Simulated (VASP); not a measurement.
# AlAs (F-43m) in VASP: settings compared

The runs below take AlAs through band structure, G0W0 quasiparticle levels, with HSE06, PBE.

Program: VASP 6.6.1. These are calculated values, not measurements. Logs are shortened: lines on timing, memory, paths and dates and some standing lists are left out, and cuts for length are marked.

### Step 1. Starting point

The structure is cubic, space group F-43m (No. 216). Conventional cell: a = 5.661 Å, b = 5.661 Å, c = 5.661 Å, α = 90.00°, β = 90.00°, γ = 90.00°. Around As (site symmetry -43m) lie 4 Al at 2.45 Å. Al (site symmetry -43m) is surrounded by 4 As at 2.45 Å.

### Step 2. Band structure, HSE06

POSCAR

```
AlAs
1.0
    0.0000000000      2.8304000000      2.8304000000
    2.8304000000      0.0000000000      2.8304000000
    2.8304000000      2.8304000000      0.0000000000
As Al
1 1
Direct
    0.7500000000      0.7500000000      0.7500000000
    0.0000000000      0.0000000000      0.0000000000
```

INCAR.step1

```
SYSTEM = AlAs
PREC     = Accurate       ! precision mode
ENCUT    = 520            ! plane-wave cutoff, eV
EDIFF    = 1E-5           ! SCF threshold, eV
ISMEAR   = 0              ! smearing method
SIGMA    = 0.02           ! smearing width, eV
LREAL    = .FALSE.        ! projectors in reciprocal space
LASPH    = .TRUE.         ! aspherical terms in the spheres
NELM     = 80             ! most SCF steps
ALGO     = Normal         ! electronic algorithm
ISIF     = 2              ! what is computed and relaxed
LWAVE    = .TRUE.         ! write WAVECAR
LCHARG   = .FALSE.        ! write CHGCAR
NBANDS   = 11             ! bands
GGA      = PE             ! functional
```

INCAR.step2

```
SYSTEM = AlAs
PREC     = Accurate       ! precision mode
ENCUT    = 520            ! plane-wave cutoff, eV
EDIFF    = 1E-6           ! SCF threshold, eV
ISMEAR   = 0              ! smearing method
SIGMA    = 0.02           ! smearing width, eV
LREAL    = .FALSE.        ! projectors in reciprocal space
LASPH    = .TRUE.         ! aspherical terms in the spheres
NELM     = 80             ! most SCF steps
ALGO     = Normal         ! electronic algorithm
ISIF     = 2              ! what is computed and relaxed
LWAVE    = .FALSE.        ! write WAVECAR
LCHARG   = .FALSE.        ! write CHGCAR
GGA      = PE             ! functional
LHFCALC  = .TRUE.         ! exact exchange
HFSCREEN = 0.2            ! screening, 1/A
PRECFOCK = Fast         
NBANDS   = 11             ! bands
ISTART   = 1
```

KPOINTS

```
Automatic mesh
0
G
  6 6 6
  0 0 0
```

KPOINTS_OPT

```
path GXWKGLUWLK,UX
8
line-mode
reciprocal
 0.0000000000  0.0000000000  0.0000000000  G
 0.5000000000  0.0000000000  0.5000000000  X

 0.5000000000  0.0000000000  0.5000000000  X
 0.5000000000  0.2500000000  0.7500000000  W

 0.5000000000  0.2500000000  0.7500000000  W
 0.3750000000  0.3750000000  0.7500000000  K

 0.3750000000  0.3750000000  0.7500000000  K
 0.0000000000  0.0000000000  0.0000000000  G

 0.0000000000  0.0000000000  0.0000000000  G
 0.5000000000  0.5000000000  0.5000000000  L

 0.5000000000  0.5000000000  0.5000000000  L
 0.6250000000  0.2500000000  0.6250000000  U

 0.6250000000  0.2500000000  0.6250000000  U
 0.5000000000  0.2500000000  0.7500000000  W

 0.5000000000  0.2500000000  0.7500000000  W
 0.5000000000  0.5000000000  0.5000000000  L

 0.5000000000  0.5000000000  0.5000000000  L
 0.3750000000  0.3750000000  0.7500000000  K

 0.6250000000  0.2500000000  0.6250000000  U
 0.5000000000  0.0000000000  0.5000000000  X
```

Potentials or basis: VASP PAW PBE potentials, release 64 (As, Al).

Run with:

```
cat potpaw_PBE.64/As/POTCAR potpaw_PBE.64/Al/POTCAR > POTCAR
cp INCAR.step1 INCAR
mpirun -np 1 vasp_std > vasp.out
cp INCAR.step2 INCAR
mpirun -np 1 vasp_std > vasp.out
```

OUTCAR:

```text
SYSTEM = AlAs
   PREC = Accurate
   ENCUT = 520
   EDIFF = 1E-6
   ISMEAR = 0
   LREAL = .FALSE.
   LASPH = .TRUE.
   NELM = 80
   ISIF = 2
   GGA = PE
   LHFCALC = .TRUE.
   HFSCREEN = 0.2
   PRECFOCK = Fast
   ISTART = 1

 ion  position               nearest neighbor table
   1  0.750  0.750  0.750-   2 2.45   2 2.45   2 2.45   2 2.45
   2  0.000  0.000  0.000-   1 2.45   1 2.45   1 2.45   1 2.45

  LATTYP: Found a face centered cubic cell.
 ALAT       =     5.6608000000

  Lattice vectors:

 A1 = (   0.0000000000,   2.8304000000,   2.8304000000)
 A2 = (   2.8304000000,   0.0000000000,   2.8304000000)
 A3 = (   2.8304000000,   2.8304000000,   0.0000000000)

Analysis of symmetry for initial positions (statically):
=====================================================================
 Subroutine PRICEL returns:
 Original cell was already a primitive cell.

 Routine SETGRP: Setting up the symmetry group for a
 face centered cubic supercell.

 Subroutine GETGRP returns: Found 24 space group operations
 (whereof 24 operations were pure point group operations)
 out of a pool of 48 trial point group operations.

The static configuration has the point symmetry T_d .

Analysis of symmetry for dynamics (positions and initial velocities):
=====================================================================
 Subroutine PRICEL returns:
 Original cell was already a primitive cell.

 Routine SETGRP: Setting up the symmetry group for a
 face centered cubic supercell.

 Subroutine GETGRP returns: Found 24 space group operations
 (whereof 24 operations were pure point group operations)
 out of a pool of 48 trial point group operations.

The dynamic configuration has the point symmetry T_d .

 Subroutine INISYM returns: Found 24 space group operations
 (whereof 24 operations are pure point group operations),
 and found     1 'primitive' translations

----------------------------------------------------------------------------------------

                                     Primitive cell

  volume of cell :      45.3496

  direct lattice vectors                    reciprocal lattice vectors
     0.000000000  2.830400000  2.830400000    -0.176653477  0.176653477  0.176653477
     2.830400000  0.000000000  2.830400000     0.176653477 -0.176653477  0.176653477
     2.830400000  2.830400000  0.000000000     0.176653477  0.176653477 -0.176653477

  length of vectors
     4.002790067  4.002790067  4.002790067     0.305972797  0.305972797  0.305972797

  position of ions in fractional coordinates (direct lattice)
     0.750000000  0.750000000  0.750000000
     0.000000000  0.000000000  0.000000000

  ion indices of the primitive-cell ions
   primitive index   ion index
                 1           1
                 2           2

----------------------------------------------------------------------------------------

 KPOINTS: Automatic mesh

Automatic generation of k-mesh.
 Grid dimensions read from file:
 generate k-points for:    6    6    6

 Generating k-lattice:

  Cartesian coordinates                     Fractional coordinates (reciprocal lattice)
    -0.029442246  0.029442246  0.029442246     0.166666667  0.000000000  0.000000000
     0.029442246 -0.029442246  0.029442246     0.000000000  0.166666667  0.000000000
     0.029442246  0.029442246 -0.029442246     0.000000000  0.000000000  0.166666667

  Length of vectors
     0.050995466  0.050995466  0.050995466

  Shift w.r.t. Gamma in fractional coordinates (k-lattice)
     0.000000000  0.000000000  0.000000000

 Subroutine IBZKPT returns following result:
 ===========================================

 Found     16 irreducible k-points:

 Following reciprocal coordinates:
            Coordinates               Weight
  0.000000  0.000000  0.000000      1.000000
  0.166667  0.000000  0.000000      8.000000
  0.333333  0.000000  0.000000      8.000000
  0.500000  0.000000  0.000000      4.000000
  0.166667  0.166667  0.000000      6.000000
  0.333333  0.166667  0.000000     24.000000
[... 8 lines left out ...]
 -0.333333  0.333333  0.166667     24.000000
 -0.333333  0.500000  0.166667     12.000000
   k-points           NKPTS =     16   k-points in BZ     NKDIM =    216   number of bands    NBANDS=     11
   number of dos      NEDOS =    301   number of ions     NIONS =      2
   total plane-waves  NPLWV =  27000
   dimension x,y,z NGX =    30 NGY =   30 NGZ =   30
   dimension x,y,z NGXF=    60 NGYF=   60 NGZF=   60
   ions per type =               1   1
   NGX,Y,Z   is equivalent  to a cutoff of  12.46, 12.46, 12.46 a.u.
   NGXF,Y,Z  is equivalent  to a cutoff of  24.92, 24.92, 24.92 a.u.
 SYSTEM =  AlAs
   PREC   = accura    normal or accurate (medium, high low for compatibility)
   ISTART =      1    job   : 0-new  1-cont  2-samecut
   ICHARG =      0    charge: 1-file 2-atom 10-const
   ISPIN  =      1    spin polarized calculation?
   LNONCOLLINEAR =      F non collinear calculations
   LSORBIT =      F    spin-orbit coupling
   LASPH  =      T    aspherical Exc in radial PAW
   ENCUT  =  520.0 eV  38.22 Ry    6.18 a.u.   7.44  7.44  7.44*2*pi/ulx,y,z
   NELM   =     80;   NELMIN=  2; NELMDL=  0     # of ELM steps
   EDIFF  = 0.1E-05   stopping-criterion for ELM
   LREAL  =      F    real-space projection
   EDIFFG = 0.1E-04   stopping-criterion for IOM
   NSW    =      0    number of steps for IOM
   IBRION =     -1    ionic relax: 0-MD 1-quasi-New 2-CG
   NFREE  =      0    steps in history (QN), initial steepest desc. (CG)
   ISIF   =      2    stress and relaxation
   ISYM   =      3    0-nonsym 1-usesym 2-fastsym
   POTIM  = 0.5000    time-step for ionic-motion
   TEBEG  =    0.0;   TEEND  =   0.0 temperature during run
   PSTRESS=    0.0 pullay stress
   NELECT =       8.0000    total number of electrons
   NUPDOWN=      -1.0000    fix difference up-down
   EMIN   =  10.00;   EMAX   =-10.00  energy-range for DOS
   EFERMI =   0.00;   METHOD = LEGACY
   ISMEAR =     0;   SIGMA  =   0.02  broadening in eV -4-tet -1-fermi 0-gaus
   EFERMI_NEDOS =   21; number of points for ismear=-14 and -15
   IALGO  =     38    algorithm
   IMIX   =      1    mixing-type and parameters
     AMIX     =   0.40;   BMIX     =  1.00
     AMIX_MAG =   1.60;   BMIX_MAG =  1.00
  volume/ion in A,a.u.               =      22.67       153.02
  Fermi-wavevector in a.u.,A,eV,Ry     =   0.918150  1.735052 11.469706  0.843000
  Thomas-Fermi vector in A             =   2.043199
   LORBIT       =      0    0 simple, 1 ext, 2 COOP (PROOUT), +10 PAW based schemes
   GGA     = PE    functional components
   LHFCALC =     T    Hartree Fock is set to
   PRECFOCK=fast      Normal, Fast or Accurate (Low or Medium for compatibility)
   ENCUT4O =  -1.0   cutoff for four orbital integrals eV
   NKREDX  =     1    reduce k-point grid by
   NKREDY  =     1    reduce k-point grid by
   NKREDZ  =     1    reduce k-point grid by
   AEXX    =    0.2500 exact exchange contribution
   HFSCREEN=    0.2000 screening length (either q_TF or 0.3 A-1)
   HFSCREENC=   0.2000 screening length for correlation (either q_TF or 0.3 A-1)
   ENCUTFOCK=  -1.0 apply spherical cutoff to Coloumb kernel
   IVDW    =     0    specifies the selected vdW correction
   LEPSILON=     F    determine dielectric tensor
   LRPA    =     F    only Hartree local field effects (RPA)
 non-spin polarized calculation
 Gauss-broadening in eV      SIGMA  =   0.02
  energy-cutoff  :      520.00
  volume of cell :       45.35
 maximum number of plane-waves:      1243
 NGX is ok and might be reduce to    30
  NGX = 18; NGY = 18; NGZ = 18

 number of electron       8.0000000 magnetization

 Free energy of the ion-electron system (eV)
  ---------------------------------------------------
  ext. energy  EPLUGINS =         0.00000000
  ---------------------------------------------------
  free energy    TOTEN  =       -10.99398813 eV

  energy without entropy =      -10.99398813  energy(sigma->0) =      -10.99398813

 E-fermi :   3.5272     XC(G=0):  -7.5394

 val. band max:        3.4200739424   @ k =   0.0000   0.0000   0.0000
 cond. band min:       5.5246646949   @ k =   0.5000   0.5000   0.0000
 fundamental gap:      2.1045907525
 Fermi energy:         3.5272070781

 k-point     1 :       0.0000    0.0000    0.0000
  band No.  band energies     occupation
      1      -9.6692      2.00000
      2       3.4201      2.00000
      3       3.4201      2.00000
      4       3.4201      2.00000
      5       6.3680      0.00000
      6       8.5868      0.00000
      7       8.5868      0.00000
      8       8.5868      0.00000
      9      13.3263      0.00000
     10      13.5295      0.00000
     11      13.5295      0.00000

 k-point     2 :       0.1667    0.0000    0.0000
  band No.  band energies     occupation
      1      -9.3687      2.00000
      2       1.2080      2.00000
      3       3.1379      2.00000
      4       3.1379      2.00000
      5       7.1084      0.00000
      6       9.0558      0.00000
      7       9.0558      0.00000
      8       9.5474      0.00000
      9      12.6837      0.00000
     10      12.6837      0.00000
     11      14.2171      0.00000

 k-point     3 :       0.3333    0.0000    0.0000
  band No.  band energies     occupation
      1      -8.6044      2.00000
      2      -1.4839      2.00000
      3       2.6976      2.00000
      4       2.6976      2.00000
      5       6.6008      0.00000
      6       9.1888      0.00000
      7       9.1888      0.00000
      8      11.9632      0.00000
      9      13.5670      0.00000
     10      13.5670      0.00000
     11      13.8559      0.00000
[... 155 lines left out ...]
 k-point    15 :      -0.3333    0.3333    0.1667
  band No.  band energies     occupation
      1      -7.5959      2.00000
      2      -2.2107      2.00000
      3      -0.0227      2.00000
      4       1.2314      2.00000
      5       8.1599      0.00000
      6       8.9062      0.00000
      7      11.1699      0.00000
      8      11.8702      0.00000
      9      12.9297      0.00000
     10      16.1856      0.00000
     11      17.5009      0.00000

 k-point    16 :      -0.3333    0.5000    0.1667
  band No.  band energies     occupation
      1      -7.4115      2.00000
      2      -2.2958      2.00000
      3       0.2254      2.00000
      4       0.5134      2.00000
      5       7.3489      0.00000
      6       8.3703      0.00000
      7      11.6344      0.00000
      8      12.3301      0.00000
      9      15.3320      0.00000
     10      17.0268      0.00000
     11      17.3357      0.00000

------------------------ aborting loop because EDIFF is reached ----------------------------------------

  FORCE on cell =-STRESS in cart. coord.  units (eV):
  Direction    XX          YY          ZZ          XY          YZ          ZX
  --------------------------------------------------------------------------------------
  -------------------------------------------------------------------------------------
  Total        0.1841931      0.1841931      0.1841931      0.0000000      0.0000000     -0.0000000
  in kB        6.5074455      6.5074455      6.5074455      0.0000000      0.0000000     -0.0000000
  external PRESSURE =       6.5074455 kB  Pullay stress =       0.0000000 kB

 VOLUME and BASIS-vectors are now :
 -----------------------------------------------------------------------------
  energy-cutoff  :      520.00
  volume of cell :       45.35
      direct lattice vectors                 reciprocal lattice vectors
     0.000000000  2.830400000  2.830400000    -0.176653477  0.176653477  0.176653477
     2.830400000  0.000000000  2.830400000     0.176653477 -0.176653477  0.176653477
     2.830400000  2.830400000  0.000000000     0.176653477  0.176653477 -0.176653477

 POSITION                                       TOTAL-FORCE (eV/Angst)
 -----------------------------------------------------------------------------------
      4.24560      4.24560      4.24560         0.000000      0.000000      0.000000
      0.00000      0.00000      0.00000        -0.000000     -0.000000     -0.000000
 -----------------------------------------------------------------------------------
    total drift:                               -0.000000      0.000000      0.000000

  FREE ENERGIE OF THE ION-ELECTRON SYSTEM (eV)
  ---------------------------------------------------
  free  energy   TOTEN  =       -10.9939881307 eV

  energy  without entropy=      -10.9939881307  energy(sigma->0) =      -10.99398813
```

Wall time 24 min (1 thread of AMD EPYC 9R45 (Zen 5), shared host); peak memory 0.3 GiB.

What came out:

| Property | Result |
| --- | --- |
| Free energy | -10.9940 eV |
| Pressure | 0.7 GPa |
| Band gap on the k mesh | 2.10 eV, indirect (least direct gap 2.95 eV) |
| Band gap along the path | 2.10 eV, indirect (least direct gap 2.95 eV) |

Levels at the corners of the path, in eV from the valence-band top:
```csv
point,band 2,band 3,band 4,band 5,band 6,band 7
Γ,0.00,0.00,0.00,2.95,5.17,5.17
X,-5.98,-2.38,-2.38,2.10,3.01,11.68
X,-5.98,-2.38,-2.38,2.10,3.01,11.68
W,-5.60,-3.46,-3.05,5.12,6.66,6.74
W,-5.60,-3.46,-3.05,5.12,6.66,6.74
K,-5.69,-3.71,-1.97,2.96,5.86,9.33
K,-5.69,-3.71,-1.97,2.96,5.86,9.33
Γ,0.00,0.00,0.00,2.95,5.17,5.17
Γ,0.00,0.00,0.00,2.95,5.17,5.17
L,-6.13,-0.90,-0.90,2.94,5.57,5.57
L,-6.13,-0.90,-0.90,2.94,5.57,5.57
U,-5.69,-3.71,-1.97,2.96,5.86,9.33
U,-5.69,-3.71,-1.97,2.96,5.86,9.33
W,-5.60,-3.46,-3.05,5.12,6.66,6.74
W,-5.60,-3.46,-3.05,5.12,6.66,6.74
L,-6.13,-0.90,-0.90,2.94,5.57,5.57
L,-6.13,-0.90,-0.90,2.94,5.57,5.57
K,-5.69,-3.71,-1.97,2.96,5.86,9.33
U,-5.69,-3.71,-1.97,2.96,5.86,9.33
X,-5.98,-2.38,-2.38,2.10,3.01,11.68
```

Caveat: the PAW data sets were made with another functional, which shifts forces and pressure a little.

(Continued in part 2 of 2.)
